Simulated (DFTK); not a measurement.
## Ge under changes of volume

One of the cells (22.639 Å³/atom); the others are scaled copies at fixed shape and fractional positions:

```xyz
2
Lattice="0.0000 2.8289 2.8289 2.8289 0.0000 2.8289 2.8289 2.8289 0.0000" Properties=species:S:1:pos:R:3 pbc="T T T"
Ge    4.2434    4.2434    4.2434
Ge    2.8289    2.8289    2.8289
```

- Program: DFTK 0.8.2
- Functional: PBEsol
- Potentials or basis: SPMS 1.0 (PBE)
- Cutoff: 816 eV
- k mesh: 5 × 5 × 5
- Occupations: fermi-dirac, width 0.05 eV
- Spin: no spin polarisation

```csv
volume (Å³/atom),energy over the lowest point (meV/atom),gap on the mesh (eV)
21.281,?,?
21.733,7.84,0.36
22.186,1.91,0.21
22.639,0.00,none
23.092,1.15,none
23.545,5.67,none
23.997,13.20,none
```

**Question.** What does the run at 21.281 Å³/atom give?

**Answer.** Energy over the lowest point 18.78 meV/atom; gap on the mesh 0.42 eV.

Worked out: A Birch-Murnaghan fit of order 3 (a polynomial in V^(-2/3)) to the other rows has its minimum at 22.69 Å³/atom with B0 = V·E''(V) = 60 GPa (rough, since the energies scatter). It gives 17.53 meV/atom at 21.281 Å³/atom, against the run's 18.78.

Energies are extrapolated to zero smearing.

Caveats: some runs use coarse meshes; the potentials were made for another functional, which shifts forces and pressure; an odd mesh through Γ misses points on the zone boundary, where band edges often lie (some runs). Spin-orbit coupling on Ge is left out.

A gap of «none» marks a metal or a gap under the smearing width.
